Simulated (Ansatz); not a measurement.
Crystal: TiO2.

```xyz
12
Lattice="-2.9732 3.2874 3.2874 2.9732 -3.2874 3.2874 2.9732 3.2874 -3.2874" Properties=species:S:1:pos:R:3 pbc="T T T"
Ti    1.4866   -1.6437    1.6437
Ti    1.4866    1.6437   -1.6437
Ti    0.0000    1.6437    1.6124
Ti    2.9732    1.6437    1.6750
O     1.4875    1.6437    2.9263
O     1.4857    4.9311   -0.3611
O     0.0000    0.3609    4.9286
O     2.9732   -0.3609    1.6412
O     0.0000    3.6483    1.6462
O     1.4875   -1.6437    3.6485
O     2.9732    2.9264   -1.6412
O     1.4857    1.6437    0.3611
```

The cell is a database's computed one.

Base run:

- Program: Ansatz 0.2.0
- Functional: PBE
- Potentials or basis: PseudoDojo standard (PBE files)
- Cutoff: 1143 eV
- Density cutoff: 4572 eV
- k mesh: 6 × 6 × 6
- Occupations: fermi-dirac, width 0.05 eV
- Spin: no spin polarisation

Its results: band gap on the k mesh 1.86 eV; pressure -1.9 GPa; largest force 0.075 eV/Å.

Problem. The run is repeated on the same cell with these changes: potentials or basis from PseudoDojo standard (PBE files) to Ansatz PAW earlier set; cutoff from 1143 eV to 910 eV; density cutoff from 4572 eV to 3640 eV. What comes out?

Solution. Band gap on the k mesh 1.83 eV; pressure -1.3 GPa; largest force 0.060 eV/Å.

A k mesh can miss the band edges.
